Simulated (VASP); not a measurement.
Input and output of a VASP PBEsol single-point calculation on Si (distorted diamond)

INCAR

```
LCHARG = .FALSE.
LWAVE = .FALSE.
PREC = Accurate
LREAL = .FALSE.
ENCUT = 520
SIGMA = 0.02
ISMEAR = -1
NELM = 120
LASPH = .TRUE.
EDIFF = 1E-7
GGA = PS
NSW = 0
NBANDS = 11
ISIF = 2
IBRION = -1
```

KPOINTS

```
KPOINTS created by Atomic Simulation Environment
0
Gamma
8 8 8
0 0 0
```

POSCAR

```
Si
 1.0000000000000000
    -0.0227000000000000    2.5628000000000002    2.6793000000000000
     2.7141999999999999   -0.0589000000000000    2.7155000000000000
     2.6968000000000001    2.5815999999999999   -0.0415000000000000
 Si
   2
Cartesian
  2.6899776800000001  2.5298840499999997  5.3609873500000003
  1.4223232200000000  1.1941134099999999  1.3913032100000000
```

VASP ran with the recommended PBE PAW datasets (8 valence electrons in the cell).

Command

```
mpirun -np 1 vasp_std
```

OSZICAR

```
N       E                     dE             d eps       ncg     rms          rms(c)
DAV:   1     0.561253184009E+01    0.56125E+01   -0.32141E+03  5720   0.564E+02
DAV:   2    -0.110049518599E+02   -0.16617E+02   -0.15820E+02  7538   0.840E+01
DAV:   3    -0.115369343055E+02   -0.53198E+00   -0.52826E+00  7301   0.125E+01
DAV:   4    -0.115407214357E+02   -0.37871E-02   -0.37866E-02  6868   0.132E+00
DAV:   5    -0.115407544057E+02   -0.32970E-04   -0.32969E-04  7238   0.115E-01    0.526E+00
DAV:   6    -0.113654287075E+02    0.17533E+00   -0.10071E-01  6566   0.128E+00    0.314E+00
DAV:   7    -0.112902342519E+02    0.75194E-01   -0.16903E-01  6649   0.175E+00    0.239E-01
DAV:   8    -0.112905199593E+02   -0.28571E-03   -0.88137E-03  6494   0.505E-01    0.113E-01
DAV:   9    -0.112904230195E+02    0.96940E-04   -0.29300E-04  7063   0.935E-02    0.759E-02
DAV:  10    -0.112904500574E+02   -0.27038E-04   -0.79070E-05  6850   0.478E-02    0.135E-02
DAV:  11    -0.112904456676E+02    0.43898E-05   -0.17842E-05  6605   0.209E-02    0.557E-03
DAV:  12    -0.112904456125E+02    0.55100E-07   -0.71331E-07  7184   0.477E-03
   1 F= -.11290446E+02 E0= -.11290074E+02  d E =-.743722E-03
```

From OUTCAR

```
k-points           NKPTS =    260   k-points in BZ     NKDIM =    260   number of bands    NBANDS=     11

   NELECT =       8.0000    total number of electrons

   dimension x,y,z NGX =    28 NGY =   30 NGZ =   28
   dimension x,y,z NGXF=    56 NGYF=   60 NGZF=   56

  energy-cutoff  :      520.00
  volume of cell :       38.41
      direct lattice vectors                 reciprocal lattice vectors
    -0.022700000  2.562800000  2.679300000    -0.182426225  0.193565365  0.186537382
     2.714200000 -0.058900000  2.715500000     0.182825722 -0.188067359  0.181438872
     2.696800000  2.581600000 -0.041500000     0.185268967  0.190910101 -0.181039376

 k-points in reciprocal lattice and weights: KPOINTS created by Atomic Simulation Env
   0.00000000  0.00000000  0.00000000       0.002
   0.12500000  0.00000000  0.00000000       0.004
   0.25000000  0.00000000  0.00000000       0.004
   0.37500000  0.00000000 -0.00000000       0.004
   0.50000000  0.00000000  0.00000000       0.002
  -0.00000000  0.12500000 -0.00000000       0.004
   0.12500000  0.12500000  0.00000000       0.004
   0.25000000  0.12500000  0.00000000       0.004
   ...

 E-fermi :   6.4181

 k-point     1 :       0.0000    0.0000    0.0000
  band No.  band energies     occupation
      1      -6.0818      2.00000
      2       5.3225      2.00000
      3       6.6275      0.00006
      4       6.7828      0.00000
      5       8.4257      0.00000
      6       8.6496      0.00000
      7       9.0105      0.00000
      8      10.0719      0.00000
      9      13.5381      0.00000
     10      14.0417      0.00000
     11      14.3720      0.00000

 k-point     2 :       0.1250    0.0000    0.0000
  band No.  band energies     occupation
      1      -5.8702      2.00000
      2       4.6490      2.00000
      3       5.3470      2.00000
      4       6.4125      1.13910
      5       8.6107      0.00000
      6       8.8904      0.00000
      7       9.4520      0.00000
      8      11.3656      0.00000
      9      13.1390      0.00000
     10      13.7378      0.00000
     11      14.9561      0.00000

 k-point     3 :       0.2500    0.0000    0.0000
  band No.  band energies     occupation
      1      -5.2537      2.00000
      2       2.3400      2.00000
      3       4.7667      2.00000
      4       5.9356      2.00000
      5       8.1314      0.00000
      6       9.3026      0.00000
      7       9.9608      0.00000
      8      12.9741      0.00000
      9      13.4751      0.00000
     10      13.8853      0.00000
     11      15.1803      0.00000

 k-point     4 :       0.3750    0.0000   -0.0000
  band No.  band energies     occupation
      1      -4.3346      2.00000
      2       0.2502      2.00000
      3       4.4257      2.00000
      4       5.6364      2.00000
      5       7.7401      0.00000
      6       9.1855      0.00000
      7       9.8517      0.00000
      8      13.7539      0.00000
      9      14.7129      0.00000
     10      15.0936      0.00000
     11      16.4985      0.00000

 k-point     5 :       0.5000    0.0000    0.0000
  band No.  band energies     occupation
      1      -3.6904      2.00000
      2      -0.7951      2.00000
      3       4.3077      2.00000
      4       5.5401      2.00000
      5       7.5992      0.00000
      6       9.0630      0.00000
      7       9.7211      0.00000
      8      13.6034      0.00000
      9      16.6880      0.00000
     10      17.2187      0.00000
     11      17.2963      0.00000

 k-point     6 :      -0.0000    0.1250   -0.0000
  band No.  band energies     occupation
      1      -5.8697      2.00000
      2       3.9233      2.00000
      3       6.1920      1.99998
      4       6.3855      1.67286
      5       8.8859      0.00000
      6       9.1216      0.00000
      7       9.4574      0.00000
      8      10.9733      0.00000
      9      12.9722      0.00000
     10      13.6914      0.00000
     11      14.8022      0.00000

 k-point     7 :       0.1250    0.1250    0.0000
  band No.  band energies     occupation
      1      -5.8059      2.00000
      2       4.4181      2.00000
      3       5.5109      2.00000
      4       5.7577      2.00000
      5       8.1658      0.00000
      6       9.7343      0.00000
      7      10.0248      0.00000
      8      10.9351      0.00000
      9      12.5263      0.00000
     10      14.4327      0.00000
     11      15.1572      0.00000

 k-point     8 :       0.2500    0.1250    0.0000
  band No.  band energies     occupation
      1      -5.3275      2.00000
      2       3.2278      2.00000
      3       4.2636      2.00000
      4       5.2270      2.00000
      5       8.3676      0.00000
      6       9.8442      0.00000
      7      10.4814      0.00000
      8      10.6559      0.00000
      9      14.0968      0.00000
     10      14.8692      0.00000
     11      16.3323      0.00000

 k-point     9 :       0.3750    0.1250    0.0000
  band No.  band energies     occupation
      1      -4.4927      2.00000
      2       1.0195      2.00000
      3       3.7172      2.00000
      4       4.9872      2.00000
      5       8.5634      0.00000
      6       9.5882      0.00000
      7      10.3867      0.00000
      8      11.4135      0.00000
      9      15.5802      0.00000
     10      15.7461      0.00000
     11      16.8962      0.00000

 k-point    10 :       0.5000    0.1250   -0.0000
  band No.  band energies     occupation
      1      -3.6104      2.00000
      2      -0.5379      2.00000
      3       3.2863      2.00000
      4       5.0510      2.00000
      5       8.5569      0.00000
      6       9.4230      0.00000
      7       9.9703      0.00000
      8      13.3874      0.00000
      9      15.2552      0.00000
     10      16.8375      0.00000
     11      17.7743      0.00000

 k-point    11 :      -0.3750    0.1250   -0.0000
  band No.  band energies     occupation
      1      -3.8265      2.00000
      2      -0.2345      2.00000
      3       3.1304      2.00000
      4       5.3896      2.00000
      5       8.7134      0.00000
      6       9.5601      0.00000
      7       9.7679      0.00000
      8      14.1127      0.00000
      9      14.7010      0.00000
     10      15.7095      0.00000
     11      17.1386      0.00000

 k-point    12 :      -0.2500    0.1250   -0.0000
  band No.  band energies     occupation
      1      -4.7719      2.00000
      2       1.4758      2.00000
      3       3.3816      2.00000
      4       5.9195      2.00000
      5       9.0518      0.00000
      6       9.4299      0.00000
      7      10.1242      0.00000
      8      12.6730      0.00000
      9      13.1929      0.00000
     10      15.6717      0.00000
     11      16.2358      0.00000

 k-point    13 :      -0.1250    0.1250    0.0000
  band No.  band energies     occupation
      1      -5.5133      2.00000
      2       3.0525      2.00000
      3       4.5386      2.00000
      4       6.4155      1.06616
      5       9.0035      0.00000
      6       9.4526      0.00000
      7       9.8741      0.00000
      8      11.9070      0.00000
      9      12.6233      0.00000
     10      14.1548      0.00000
     11      15.8173      0.00000

 k-point    14 :      -0.0000    0.2500   -0.0000
  band No.  band energies     occupation
      1      -5.2434      2.00000
      2       1.6551      2.00000
      3       5.5879      2.00000
      4       5.8451      2.00000
      5       8.5823      0.00000
      6       9.7013      0.00000
      7      10.2253      0.00000
      8      12.9230      0.00000
      9      13.0885      0.00000
     10      13.2953      0.00000
     11      15.2757      0.00000

 k-point    15 :       0.1250    0.2500    0.0000
  band No.  band energies     occupation
      1      -5.3229      2.00000
      2       2.4083      2.00000
      3       5.1114      2.00000
      4       5.2738      2.00000
      5       8.4714      0.00000
      6      10.0215      0.00000
      7      10.8664      0.00000
      8      11.0424      0.00000
      9      13.5046      0.00000
     10      14.2121      0.00000
     11      16.2270      0.00000

 k-point    16 :       0.2500    0.2500    0.0000
  band No.  band energies     occupation
      1      -4.9874      2.00000
      2       2.4860      2.00000
      3       4.1908      2.00000
      4       4.5847      2.00000
      5       7.2515      0.00000
      6       9.2115      0.00000
      7      11.7233      0.00000
      8      12.2706      0.00000
      9      14.4450      0.00000
     10      15.4420      0.00000
     11      17.5505      0.00000

 ...

  Total        0.9776558      1.5654963      0.9776421     -0.6746188     -0.2679316      1.4237806
  in kB       40.7752414     65.2923958     40.7746692    -28.1364302    -11.1746643     59.3818362
  external PRESSURE =      48.9474355 kB  Pullay stress =       0.0000000 kB

 POSITION                                       TOTAL-FORCE (eV/Angst)
 -----------------------------------------------------------------------------------
      2.68998      2.52988      5.36099         1.041515     -1.572296      1.254132
      1.42232      1.19411      1.39130        -1.041515      1.572296     -1.254132
 -----------------------------------------------------------------------------------
    total drift:                                0.000000      0.000000      0.000000

  FREE ENERGIE OF THE ION-ELECTRON SYSTEM (eV)
  ---------------------------------------------------
  free  energy   TOTEN  =       -11.2904456125 eV

  energy  without entropy=      -11.2897018907  energy(sigma->0) =      -11.29007375
```

```
gap between bands v and c on the k mesh : -0.57 eV (bands overlap: a metal)
least direct gap on the k mesh          : 1.64 eV
pressure                                : 4.9 GPa
largest force                           : 2.26 eV/Å
```

Band v is the last that the valence electrons fill when counted band by band, and c is the next.

The run took about 33 s on one core of a shared host (Intel Xeon 6975P-C) and held 0.21 GiB at most.
